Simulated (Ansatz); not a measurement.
## Si, space group Fd-3m: an optical spectrum, step by step

Computed with Ansatz's Python interface.

The cells in order, each with its output:

In [1]:
```python
import warnings

import ansatz as az
import numpy as np
```

In [2]:
```python
ECUT = 550
MESH = (6, 6, 6)
FILLING = "fixed"
XC = "pbesol"
```

In [3]:
```python
warnings.simplefilter("ignore", az.DeckWarning)
```

In [4]:
```python
crystal = (
    az.Lattice.of((0.0, 2.71356, 2.71356), (2.71356, 0.0, 2.71356), (2.71356, 2.71356, 0.0))
    .atom("Si", (0.75, 0.75, 0.75))
    .atom("Si", (0.5, 0.5, 0.5))
)

calc = (
    crystal.calculation()
    .basis(ECUT)
    .pseudopotentials("paw")
    .kpoints(*MESH)
    .occupations(FILLING)
    .functional(XC)
    .optics(energy_step=0.1, nscf_kmesh=(7, 7, 7), scissors=1.0)
)
outcome = calc.run()
spectra = outcome.optics()
energy, filling = np.asarray(spectra.photon_energy_ev), spectra.band_filling
gapped = filling.kind == "insulating"
eps1 = np.asarray(filling.eps1 if gapped else filling.eps1_interband)[:3].mean(axis=0)
eps2 = np.asarray(filling.eps2 if gapped else filling.eps2_interband)[:3].mean(axis=0)
print("filling:", filling.kind, "- valid up to", round(spectra.valid_up_to_ev, 2), "eV,", spectra.n_bands, "bands")
top = min(12, spectra.valid_up_to_ev)
# mean of xx, yy and zz; between bands only where the bands are partly filled
print("E (eV)    eps1      eps2")
for e in np.arange(0.5, top + 0.01, 0.5):
    print(f"{e:5.1f} {np.interp(e, energy, eps1):9.3f} {np.interp(e, energy, eps2):9.3f}")
if gapped:
    print("eps_inf, bands beyond those summed included:", np.round(filling.eps_inf[:3], 3))
print("f-sum electrons:", np.round(filling.get("f_sum_n_eff"), 3))
```
```text
filling: insulating - valid up to 4.03 eV, 8 bands
E (eV)    eps1      eps2
  0.5    11.266     0.000
  1.0    11.624     0.000
  1.5    12.288     0.000
  2.0    13.394     0.000
  2.5    15.259     0.000
  3.0    18.787     0.000
  3.5    30.066     1.117
  4.0    26.564    23.099
eps_inf, bands beyond those summed included: [11.345 11.345 11.345]
f-sum electrons: [6.428 6.428 6.428]
```

Of the deposited cell: the entry's cell lengths or inner coordinates differ somewhat from later room-temperature determinations. The empty bands are shifted up by the scissors value typed. Independent-particle spectra on Kohn-Sham bands hold no excitons, and semilocal gaps are too small. Finished in 5 s on 1 thread of Arm Neoverse V1, on a shared host, peak memory 0.38 GiB.

(Lines on the test bed's own set-up are left out of the output.)
